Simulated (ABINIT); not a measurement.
A run of ABINIT 10.8.3 (patched build) is set up as follows.

The input run.abi:

```
pp_dirpath "./"
pseudos "Zn.upf, S.upf"

acell 3*1.0 Angstrom
rprim
     3.8110000000     0.0000000000     0.0000000000
    -1.9055000000     3.3004228138     0.0000000000
     0.0000000000     0.0000000000     6.2340000000
ntypat 2
znucl 30 16
natom 4
typat 1 1 2 2
xred
     0.6666666667     0.3333333333     0.5000000000
     0.3333333333     0.6666666667     0.0000000000
     0.6666666667     0.3333333333     0.8850000000
     0.3333333333     0.6666666667     0.3850000000

ecut 38.0

kptopt 1
ngkpt 6 6 4
nshiftk 1
shiftk 0.0 0.0 0.0

ixc 11

nband 32
occopt 3
tsmear 0.05 eV

nstep 100
tolvrs 1.0e-10

iomode 3
prtwf 0
prtden 0
prteig 0
prtebands 0
prtvol 2
```

Potentials or basis: PseudoDojo NC SR PBE v0.5 stringent.

Run with:

```console
$ abinit run.abi > log 2>&1
```

Problem. Estimate the pressure.

Solution. 1.9 GPa.

Problem. What does it give for the largest force?

Solution. 0.322 eV/Å.

Problem. What does it give for the band gap on the k mesh?

Solution. 2.25 eV, direct.

Forces in eV/Å, atoms in the order of the input:
```
Zn   0.000  0.000  0.322
Zn   0.000  0.000  0.322
S    0.000  0.000 -0.322
S    0.000  0.000 -0.322
```

**What was measured.**

A printed reference work, monograph reports, for a bulk crystal of ZnS at 4 K: band gap 3.911 eV (direct).

Against the measured gap of ZnS, 3.911 eV (direct; 4 K; a printed reference work, monograph), the calculated 2.25 eV is off by -1.66 eV. The value is that of PBE, without temperature or zero-point motion. Semilocal functionals fall short of measured gaps as a rule.
